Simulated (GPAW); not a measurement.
# InSe (P6_3/mmc) in GPAW: notebook

One crystal, InSe, is run at these levels: r2SCAN, PBE; tasks: band structure.

Program: GPAW 26.7.0. These are calculated values, not measurements. Logs are shortened: lines on timing, memory, paths and dates and some standing lists are left out, and cuts for length are marked. The log counts tension as positive stress, the text compression.

## (1) The structure

The structure is hexagonal, space group P6_3/mmc (No. 194). Conventional cell: a = 4.050 Å, b = 4.050 Å, c = 16.930 Å, α = 90.00°, β = 90.00°, γ = 120.00°. Around In (site symmetry 3m) lie 3 Se at 2.52 Å. Se (site symmetry 3m) is surrounded by 3 In at 2.52 Å.

## (2) Band structure, r2SCAN

run.py

```python
from ase import Atoms
from ase.dft.bandgap import bandgap
from ase.io import write
from ase.units import GPa
from gpaw import GPAW, PW

atoms = Atoms(['In', 'In', 'In', 'In', 'Se', 'Se', 'Se', 'Se'],
              cell=[[4.05, 0.0, 0.0],
                    [-2.025, 3.5074028853, 0.0],
                    [0.0, 0.0, 16.93]],
              scaled_positions=[[0.6666666667, 0.3333333333, 0.843],
                                [0.3333333333, 0.6666666667, 0.343],
                                [0.6666666667, 0.3333333333, 0.657],
                                [0.3333333333, 0.6666666667, 0.157],
                                [0.6666666667, 0.3333333333, 0.398],
                                [0.3333333333, 0.6666666667, 0.898],
                                [0.6666666667, 0.3333333333, 0.102],
                                [0.3333333333, 0.6666666667, 0.602]],
              pbc=True)

calc = GPAW(mode=PW(600),
            xc='MGGA_X_R2SCAN+MGGA_C_R2SCAN',
            kpts={'size': (5, 5, 1), 'gamma': True},
            occupations={'name': 'fermi-dirac', 'width': 0.05},
            nbands=60,
            convergence={'density': 1e-05, 'energy': 1e-05},
            maxiter=150,
            txt='gpaw.txt')
atoms.calc = calc
energy = atoms.get_potential_energy()
forces = atoms.get_forces()
stress = atoms.get_stress()
calc.write('gs.gpw')
write('result.traj', atoms)
print(f'Energy: {energy:.6f} eV')
print('Forces (eV/A):')
print(forces.round(4))
print('Stress (GPa):', (stress / GPa).round(3))
print('Fermi level:', round(calc.get_fermi_level(), 4), 'eV')
print(f'Gap: {bandgap(calc)[0]:.4f} eV, direct: {bandgap(calc, direct=True)[0]:.4f} eV')

path = atoms.cell.bandpath('GMKGALHA,LM,KH', npoints=80, eps=1e-4)
bs_calc = calc.fixed_density(kpts=path, symmetry='off', nbands=100,
                             convergence={'bands': 'CBM+6.0', 'eigenstates': 1e-6}, txt='bands.txt')
bs = bs_calc.band_structure()
bs.write('bs.json')
print(f'Gap on the path: {bandgap(bs_calc)[0]:.4f} eV')
```

Potentials or basis: GPAW PAW data sets (gpaw-data 1.2.1), pw.

Command:

```console
OMP_NUM_THREADS=1 python run.py
```

gpaw.txt:

```text
__  _  _
 | _ |_)|_||  |
 |__||  | ||/\| - 26.7.0

Input parameters:
  mode=PW(ecut=600.0),
  convergence={'density': 1e-05, 'energy': 1e-05},
  kpts=MonkhorstPack(size=(5, 5, 1), gamma=True),
  maxiter=150,
  nbands=60,
  occupations=Occupations(name='fermi-dirac', width=0.05),
  xc=XC(name='MGGA_X_R2SCAN+MGGA_C_R2SCAN')

Diagonalizing LCAO Hamiltonian
Converting LCAO to pw mode

        Se
            In

            In
        Se

            Se
        In

        In
            Se

Atoms  # Å, Bohr magnetons
|   | symbol |         x |        y |         z |    initial magnetic moments |
|---|--------|-----------|----------|-----------|-----------------------------|
| 0 |     In |  2.025000 | 1.169134 | 14.271990 | ( 0.0000,  0.0000,  0.0000) |
| 1 |     In | -0.000000 | 2.338269 |  5.806990 | ( 0.0000,  0.0000,  0.0000) |
| 2 |     In |  2.025000 | 1.169134 | 11.123010 | ( 0.0000,  0.0000,  0.0000) |
| 3 |     In | -0.000000 | 2.338269 |  2.658010 | ( 0.0000,  0.0000,  0.0000) |
| 4 |     Se |  2.025000 | 1.169134 |  6.738140 | ( 0.0000,  0.0000,  0.0000) |
| 5 |     Se | -0.000000 | 2.338269 | 15.203140 | ( 0.0000,  0.0000,  0.0000) |
| 6 |     Se |  2.025000 | 1.169134 |  1.726860 | ( 0.0000,  0.0000,  0.0000) |
| 7 |     Se | -0.000000 | 2.338269 | 10.191860 | ( 0.0000,  0.0000,  0.0000) |

Unit cell  # Å
| periodic |         x |        y |         z |   lengths |     angles |
|----------|-----------|----------|-----------|-----------|------------|
|      yes |  4.050000 | 0.000000 |  0.000000 |  4.050000 |  90.000000 |
|      yes | -2.025000 | 3.507403 |  0.000000 |  4.050000 |  90.000000 |
|      yes |  0.000000 | 0.000000 | 16.930000 | 16.930000 | 120.000000 |

Number of symmetries: 12
Symmetry operations  # r_c * U_cc + t_c -> r_c
|    | kind |            matrix            |
|----|------|------------------------------|
|  0 |  σ   |  1, 1, 0,  0,-1, 0,  0, 0, 1 |
|  1 |  S6  |  1, 1, 0, -1, 0, 0,  0, 0,-1 |
|  2 |  E   |  1, 0, 0,  0, 1, 0,  0, 0, 1 |
|  3 |  C2  |  1, 0, 0, -1,-1, 0,  0, 0,-1 |
|  4 |  C2  |  0, 1, 0,  1, 0, 0,  0, 0,-1 |
|  5 |  C3  |  0, 1, 0, -1,-1, 0,  0, 0, 1 |
|  6 |  S6  |  0,-1, 0,  1, 1, 0,  0, 0,-1 |
|  7 |  σ   |  0,-1, 0, -1, 0, 0,  0, 0, 1 |
|  8 |  σ   | -1, 0, 0,  1, 1, 0,  0, 0, 1 |
|  9 |  i   | -1, 0, 0,  0,-1, 0,  0, 0,-1 |
| 10 |  C3  | -1,-1, 0,  1, 0, 0,  0, 0, 1 |
| 11 |  C2  | -1,-1, 0,  0, 1, 0,  0, 0,-1 |

BZ-sampling:
  Number of BZ points: 25
  Number of IBZ points: 5

  Monkhorst-Pack size: [5, 5, 1]
  Monkhorst-Pack shift: [0, 0, 0]

K-points  # in reciprocal-cell coordinates
|   |                                coordinates |     weight |
|---|--------------------------------------------|------------|
| 0 | (  0.00000000,   0.00000000,   0.00000000) | 0.04000000 |
| 1 | (  0.20000000,   0.00000000,   0.00000000) | 0.24000000 |
| 2 | (  0.40000000,  -0.20000000,   0.00000000) | 0.24000000 |
| 3 | (  0.40000000,   0.00000000,   0.00000000) | 0.24000000 |
| 4 | (  0.40000000,   0.40000000,   0.00000000) | 0.24000000 |

Plane wave coefficients: 8050
Cutoff: 600.0 eV

Spin-components: 1 (collinear spins)
Bands:           60
Projectors:      44
Spin-degeneracy: 2
Datatype:        complex128

Parallelization:
  kpt:    1
  domain: 1
  band:   1

Density:
  Valence electrons: 76.0
  Components: 1
  Grid points: [24 24 96]
  Charge: 0.0  # |e|

Potential:
  Grid points: [24 24 96]

species:
  In:
    name:    Indium
    Z:       49.0
    valence: 13
    core:    36
    charge:  0.0  # [|e|]
    compensation charges:
      type: gauss
      rc: 0.36  # [Å]
      lmax: 2
    cutoffs:
      filter: 2.09  # [Å]
      core: 2.48  # [Å]
    projectors
    | kind |    occ | energy [eV] | rcut [Å] |
    |------|--------|-------------|----------|
    |   5s |  2.000 |      -8.203 |    1.185 |
    |   5p |  1.000 |      -2.521 |    1.244 |
    |   4d | 10.000 |     -18.629 |    1.148 |
    |    s |        |      19.008 |    1.185 |
    |    p |        |      24.691 |    1.244 |
    |    d |        |       8.583 |    1.148 |

    Using partial waves for In as LCAO basis

  Se:
    name:    Selenium
    Z:       34.0
    valence: 6
    core:    28
    charge:  0.0  # [|e|]
    compensation charges:
      type: gauss
      rc: 0.27  # [Å]
      lmax: 2
    cutoffs:
      filter: 1.77  # [Å]
      core: 2.67  # [Å]
    projectors
    | kind |    occ | energy [eV] | rcut [Å] |
    |------|--------|-------------|----------|
    |   4s |  2.000 |     -17.277 |    0.847 |
    |   4p |  4.000 |      -6.512 |    1.005 |
    |    s |        |       9.935 |    0.847 |
    |    p |        |      20.699 |    1.005 |
    |    d |        |       0.000 |    0.847 |

    Using partial waves for Se as LCAO basis

Reference energy: -904315.807163  # eV

eigensolver:
  PPCG
  Converge bands: occupied
  niter=2

density mixing:
  MSR1-Mixer
  Pratt-step length: 0.05
  Maximum mixing coefficient: 0.75
  Old densities: 10
  SVD Regularization: 0.005
  Good broyden scale: 1.0
  Trust region scale: 1.0
  Backstep threshold: 4.0
  History deletion threshold: 6.0
  Fourier metric: weight=20.0, sigma=0.015

occupation numbers:
  Fermi-Dirac:
    width: 0.0500  # eV

poisson solver:
  ecut: 4800.0  # eV

xc functional:
  name: MGGA_X_R2SCAN+MGGA_C_R2SCAN with 2 nearest neighbor stencil

convergence criteria:
- Maximum integral of absolute [dens]ity change: 1e-05 electrons / valence electron
- Maximum [total energy] change in last 3 cyles: 1e-05 eV / valence electron
- Maximum integral of absolute [eigenst]ate change: 4e-08 eV^2 / valence electron
maximum number of iterations: 150

SCF iterations
|iter     | |      energy | eigst |  dens |
|---------|-|-------------|-------|-------|
|iter:   1| | -131.216483 | +0.16 |       |
|iter:   2| | -122.430824 | -1.02 | -1.25 |
|iter:   3| | -131.611175 | -0.46 | -1.22 |
|iter:   4| | -122.121272 | -0.75 | -0.64 |
|iter:   5| | -122.152694 | -2.28 | -1.87 |
|iter:   6| | -122.169342 | -3.12 | -2.14 |
|iter:   7| | -122.143643 | -3.63 | -2.21 |
|iter:   8| | -122.142049 | -4.27 | -2.55 |
|iter:   9| | -122.142175 | -5.31 | -3.34 |
|iter:  10| | -122.142188c| -6.29 | -3.76 |
|iter:  11| | -122.142188c| -7.32 | -4.39 |
|iter:  12| | -122.142187c| -7.88c| -5.00 |
|iter:  13| | -122.142187c| -8.31c| -5.36c|

Converged in 13 steps
Energy contributions relative to reference atoms: (reference = -904315.807163)

Energy contributions:
  Kinetic:         147.060299
  Coulomb:        -132.041209
  Zero:             -0.037143
  External:          0.000000
  Xc:             -137.120142
  Entropy:          -0.007982
  Spinorbit:         0.000000
  ----------------------------
  Free energy:    -122.146178
  Extrapolated:   -122.142187

dipole moment: (0.000029, 0.000051, 0.000244)  # |e|*Ang

Fermi level: 4.673
Eigenvalues  # (at kpt = [0.000, 0.000, 0.000])
| band index |      eig [eV] | occ [0-2] |
|------------|---------------|-----------|
|          0 |       -11.113 |     2.000 |
|        ... |               |           |
|         30 |         2.274 |     2.000 |
|         31 |         2.274 |     2.000 |
|         32 |         2.313 |     2.000 |
|         33 |         2.313 |     2.000 |
|         34 |         2.376 |     2.000 |
|         35 |         2.376 |     2.000 |
[... 8 lines left out ...]
|         44 |         8.910 |     0.000 |
|         45 |         8.910 |     0.000 |
|        ... |               |           |
|         59 |        14.203 |     0.000 |

Gap: 0.029 eV
Transition (v -> c):
  (s=0, k=0, n=37, [0.00, 0.00, 0.00]) -> (s=0, k=0, n=38, [0.00, 0.00, 0.00])
No difference between direct/indirect transitions

Forces  # eV/Ang
|        x |        y |        z |
|----------|----------|----------|
|  0.00000 |  0.00000 | -2.87355 |  # In   0
| -0.00000 | -0.00000 | -2.87356 |  # In   1
|  0.00000 |  0.00000 |  2.87356 |  # In   2
| -0.00000 |  0.00000 |  2.87355 |  # In   3
|  0.00000 |  0.00000 |  1.87274 |  # Se   4
| -0.00000 |  0.00000 |  1.87278 |  # Se   5
|  0.00000 | -0.00000 | -1.87278 |  # Se   6
| -0.00000 |  0.00000 | -1.87274 |  # Se   7

Stress tensor  # eV/Ang^3
|         x |         y |         z |
|-----------|-----------|-----------|
| -0.053597 |  0.000000 |  0.000000 |
|  0.000000 | -0.053597 | -0.000000 |
|  0.000000 | -0.000000 | -0.002951 |

# Writing to gs.gpw (mode='')
```

Run time: 21 min. Hardware: 1 thread of Intel Xeon 6975P-C (Granite Rapids), shared host; peak memory 1.7 GiB.

What came out:

```yaml
Free_energy: -122.1462 eV
Pressure: 5.9 GPa
Largest_force: 2.874 eV/Å
Band_gap_along_the_path: none (metal or under the smearing width)
```

Forces on the atoms (eV/Å):
```
In   0.000  0.000 -2.874
In   0.000  0.000 -2.874
In   0.000  0.000  2.874
In   0.000  0.000  2.874
Se   0.000  0.000  1.873
Se   0.000  0.000  1.873
Se   0.000  0.000 -1.873
Se   0.000  0.000 -1.873
```

Levels at the corners of the path, in eV from the Fermi level:
```
point  band 34  band 35  band 36  band 37  band 38  band 39  band 40  band 41  band 42  band 43
    Γ    -2.36    -2.30    -2.30    -1.30    -0.03     0.00     0.71     1.54     1.91     4.09
    M    -3.32    -3.07    -2.69    -1.55    -1.06     1.21     1.36     1.65     1.68     3.33
    K    -3.06    -2.67    -2.67    -1.31    -1.31     2.36     2.69     2.69     2.88     4.30
    Γ    -2.36    -2.30    -2.30    -1.30    -0.03     0.00     0.71     1.54     1.91     4.09
    A    -2.32    -2.32    -2.32    -0.83    -0.83     0.55     0.55     1.72     1.72     4.15
    L    -3.47    -2.83    -2.83    -1.32    -1.32     1.45     1.45     1.51     1.51     3.31
    H    -3.03    -2.71    -2.71    -1.29    -1.29     2.58     2.58     2.65     2.65     4.39
    A    -2.32    -2.32    -2.32    -0.83    -0.83     0.55     0.55     1.72     1.72     4.15
    L    -3.47    -2.83    -2.83    -1.32    -1.32     1.45     1.45     1.51     1.51     3.31
    M    -3.32    -3.07    -2.69    -1.55    -1.06     1.21     1.36     1.65     1.68     3.33
    K    -3.06    -2.67    -2.67    -1.31    -1.31     2.36     2.69     2.69     2.88     4.30
    H    -3.03    -2.71    -2.71    -1.29    -1.29     2.58     2.58     2.65     2.65     4.39
```

Caveat: the k mesh is coarse (spacing up to 0.37 Å⁻¹), so the values aren't converged; the PAW data sets were made with another functional, which shifts forces and pressure a little; spin-orbit coupling is left out, which moves the levels of the heavy elements.

## (3) Band structure, PBE

Changes to run.py since step 2:

```diff
@@ -21,3 +21,3 @@
 calc = GPAW(mode=PW(600),
-            xc='MGGA_X_R2SCAN+MGGA_C_R2SCAN',
+            xc='PBE',
             kpts={'size': (5, 5, 1), 'gamma': True},
```

Potentials or basis: GPAW PAW data sets (gpaw-data 1.2.1), pw.

Command:

```console
OMP_NUM_THREADS=1 python run.py
```

Wall time 7.9 min (1 thread of Intel Xeon 6975P-C (Granite Rapids), shared host); peak memory 1.6 GiB.

It converged, with:

| Property | Result |
| --- | --- |
| Free energy | -27.4117 eV |
| Pressure | 7.5 GPa |
| Largest force | 2.840 eV/Å |
| Band gap along the path | none (metal or under the smearing width) |

Forces in eV/Å, atoms in the order of the input:
```
In   0.000  0.000 -2.840
In   0.000  0.000 -2.840
In   0.000  0.000  2.840
In   0.000  0.000  2.840
Se   0.000  0.000  1.943
Se   0.000  0.000  1.943
Se   0.000  0.000 -1.943
Se   0.000  0.000 -1.943
```

Stress tensor (GPa, compression positive):
```
10.40  0.00  0.00
 0.00 10.40  0.00
 0.00  0.00  1.65
```

Levels at the corners of the path, in eV from the Fermi level:
```tsv
point	band 36	band 37	band 38	band 39	band 40	band 41
Γ	-2.11	-1.30	-0.32	-0.01	0.46	1.27
M	-2.52	-1.46	-0.96	0.99	1.15	1.41
K	-2.49	-1.20	-1.20	2.23	2.43	2.43
Γ	-2.11	-1.30	-0.32	-0.01	0.46	1.27
A	-2.13	-0.90	-0.90	0.33	0.33	1.44
L	-2.66	-1.22	-1.22	1.23	1.23	1.30
H	-2.53	-1.18	-1.18	2.39	2.39	2.44
A	-2.13	-0.90	-0.90	0.33	0.33	1.44
L	-2.66	-1.22	-1.22	1.23	1.23	1.30
M	-2.52	-1.46	-0.96	0.99	1.15	1.41
K	-2.49	-1.20	-1.20	2.23	2.43	2.43
H	-2.53	-1.18	-1.18	2.39	2.39	2.44
```

Caveat: the k mesh is coarse (spacing up to 0.37 Å⁻¹), so the values aren't converged; spin-orbit coupling is left out, which moves the levels of the heavy elements; this functional lacks dispersion, which binds the layers, so the pressure and a relaxed spacing across them are unreliable; forces of over 1 eV/Å show positions far from the minimum, so gaps and moduli don't describe the material at rest.
